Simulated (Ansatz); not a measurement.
## MgTe: the gap under strain

MgTe, P6_3mc, a = 4.610 Å, c = 7.496 Å. Ansatz: PBE, PAW, 420 eV, Γ-centred 6×6×4 mesh on 4 atoms, Gaussian smearing 0.02 eV; no spin polarisation. Series: equal strain along all axes, cell held, atoms relaxed; x is the strain in per cent. The gap is sought over the whole zone.

| x (%) | gap y (eV) |
| --- | --- |
| -6.0 | 3.062 |
| -4.0 | 2.940 |
| -2.0 | ? |
| 0.0 | 2.367 |
| 2.0 | 2.109 |
| 4.0 | 1.869 |
| 6.0 | 1.647 |

Fit y = E0 + c1 x + c2 x² to the other rows, give the deformation potential for this strain, and predict the missing gap.

Least squares on the rows shown. y = 2.3802 − 0.12327 x − 0.00037381 x². The deformation potential is 100 c1 = -12.33 eV per unit strain of each axis, or a third of that, -4.11 eV, as the usual dE_g/d ln V. With a term in x³ added, the coefficient of x becomes -0.1460, 18 % more, which shows how far this figure hangs on the form. At x = -2.0 the fit asked for gives 2.625 eV. The run gave 2.644 eV, so the fit is 0.019 eV too low, within the rms miss on the fitted rows (0.038 eV). Note that a band edge changes its point in the zone among the fitted rows.

Spin-orbit coupling is left out, which matters for the bands of heavy elements. Semilocal functionals give gaps under the measured ones; changes of the gap mostly carry over better.